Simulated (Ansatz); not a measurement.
AlN (zincblende) was put through Ansatz (plane waves). The cell was relaxed with r2SCAN and then strained, so it isn't that functional's minimum.

The cell:
```cif
data_structure
_symmetry_space_group_name_H-M 'P 1'
_symmetry_Int_Tables_number 1
_cell_length_a 3.0899
_cell_length_b 3.0899
_cell_length_c 3.0899
_cell_angle_alpha 60.000
_cell_angle_beta 60.000
_cell_angle_gamma 60.000
_cell_volume 20.86
loop_
_atom_site_label
_atom_site_type_symbol
_atom_site_fract_x
_atom_site_fract_y
_atom_site_fract_z
_atom_site_occupancy
Al1 Al 0.00000 0.00000 0.00000 1
N1 N 0.25000 0.25000 0.25000 1
```

The output, standing remarks left out:
```
Pseudopotential: Al, paw, valence charge 3, recommended cutoff 420 eV (normal)
Pseudopotential: N, paw, valence charge 5, recommended cutoff 420 eV (normal)
Functional definition: PBE
Crystal: 2 atoms, lattice volume = 20.860 Å³
Basis set: ecut = 420 eV, 411 PW (Γ)
Bands: 8, of which v1, the nominal top of the filled ones, is band 4 counted from 1 (3 counted from 0)
Symmetry: 24 space group operations
Space group: F-43m (ITA 216)
k-points: 16 of 216 (time reversal used)
Free energy (F): -924.202259 eV
Fermi energy:    6.960325 eV
--- Per-component energies (eV) ---
  E_band       = 15.320822
  E_kinetic    = 159.472092
  E_local      = -222.924400
  E_nonlocal   = 55.505355
  E_hartree    = 77.259484
  E_xc         = -101.838763
  E_vxc        = -107.961059
  E_paw        = -595.192420
  E_vpaw       = -23.290218
  E_ewald      = -296.483705
--- G₀W₀: contour deformation, 6 samples at zero and on the imaginary axis and 3 off it, 216 q-points, 87 empty bands' worth ---
    ik  band        ε_KS         Σx   Σc(E_QP)       V_xc       Z   E_QP_lin       E_QP  E_QP is
     0     3      6.9603   -21.7273     3.1147   -17.6756  0.7780     6.0145     6.0233  root
     0     4      6.9603   -21.7273     3.1147   -17.6756  0.7780     6.0145     6.0233  root
     0     5     11.1349    -9.8027    -3.9403   -14.4548  0.8130    11.8503    11.8467  root
     0     6     19.5280    -6.5233    -5.2751   -12.7716  0.8048    20.5096    20.5013  root
     1     3      6.8294   -21.7204     3.1521   -17.6153  0.7774     5.8671     5.8763  root
     1     4      6.8294   -21.7204     3.1521   -17.6153  0.7774     5.8671     5.8763  root
     1     5     12.5607   -10.1037    -4.1386   -15.0410  0.8041    13.3645    13.3594  root
     1     6     18.6130    -6.8966    -5.2792   -13.1193  0.7962    19.5670    19.5565  root
     2     3      6.5916   -21.7331     3.2235   -17.5299  0.7762     5.6017     5.6118  root
     2     4      6.5916   -21.7331     3.2235   -17.5299  0.7762     5.6017     5.6118  root
     2     5     13.9581    -8.6847    -4.5519   -14.0735  0.8068    14.8016    14.7950  root
     2     6     17.3550    -7.4604    -5.4819   -13.8400  0.7676    18.2676    18.2528  root
     3     3      6.4828   -21.7472     3.2554   -17.5014  0.7755     5.4819     5.4924  root
     3     4      6.4828   -21.7472     3.2554   -17.5014  0.7755     5.4819     5.4924  root
     3     5     14.3310    -7.9067    -4.5407   -13.2562  0.8183    15.1455    15.1398  root
     3     6     16.8124    -7.5510    -5.6449   -14.0699  0.7560    17.7034    17.6864  root
     7     3      5.1449   -20.9153     3.4911   -16.3090  0.7688     4.0132     4.0297  root
     7     4      6.4513   -21.6949     3.2494   -17.4515  0.7756     5.4466     5.4572  root
     7     5     14.9374    -7.5793    -4.8839   -13.2686  0.7908    15.7509    15.7428  root
     7     6     15.7982    -7.1392    -4.8075   -12.7544  0.8094    16.6131    16.6059  root
     8     3      5.7614   -21.1189     3.3616   -16.6858  0.7728     4.6763     4.6899  root
     8     4      6.8295   -21.8239     3.1632   -17.7112  0.7772     5.8709     5.8801  root
     8     5     13.9128    -9.6668    -4.5438   -15.0928  0.7943    14.8031    14.7951  root
     8     6     17.7767    -6.3274    -5.2418   -12.3900  0.7931    18.6020    18.5974  root
     9     3      5.5727   -21.2728     3.4423   -16.7356  0.7712     4.4632     4.4778  root
     9     4      5.5727   -21.2728     3.4423   -16.7356  0.7712     4.4632     4.4778  root
     9     5     11.7757    -6.5299    -4.1110   -11.1765  0.8211    12.3135    12.3113  root
     9     6     16.3380    -6.0388    -4.6237   -11.4229  0.8280    17.1035    17.0983  root
    10     3      4.4432   -20.4031     3.5996   -15.6308  0.7644     3.2496     3.2706  root
    10     4      5.4708   -21.2757     3.4645   -16.7083  0.7706     4.3528     4.3679  root
    10     5     11.6470    -6.4477    -4.0580   -11.0244  0.8219    12.1676    12.1656  root
    10     6     16.5908    -6.6901    -4.7311   -12.2473  0.8172    17.4236    17.4169  root
    12     3      5.1939   -21.2025     3.5304   -16.5431  0.7687     4.0484     4.0649  root
    12     4      5.1939   -21.2025     3.5304   -16.5431  0.7687     4.0484     4.0649  root
    12     5     10.2837    -5.8678    -3.8678   -10.1526  0.8303    10.7019    10.7007  root
    12     6     15.5745    -6.0618    -4.5061   -11.2943  0.8315    16.3052    16.3009  root
```

The points are ik 0 = (0, 0, 0) (Γ), ik 1 = (0, 0, 1/6), ik 2 = (0, 0, 1/3), ik 3 = (0, 0, -1/2) (L), ik 7 = (0, 1/6, -1/3), ik 8 = (0, 1/6, -1/6), ik 9 = (0, 1/3, 1/3), ik 10 = (0, 1/3, -1/2), ik 12 = (0, -1/2, -1/2) (X); band 4 is the last filled one.

Task: Which of these blocks stood in the input: relax, gw, phonons, dielectric, magnetization (spin_orbit)?

Result: gw. The quasiparticle table needs the gw block.

Task: Which k mesh was typed?

Result: 6×6×6, Γ-centred.

Task: How were the bands filled?

Result: Fixed occupations.

Run as `ansatz run input.yaml --threads 2 --pin off --max-ram 2211MiB --backend cpu --events-out ev --progress --plain --runs-dir out`.

(Simulation; spin polarisation is off.)
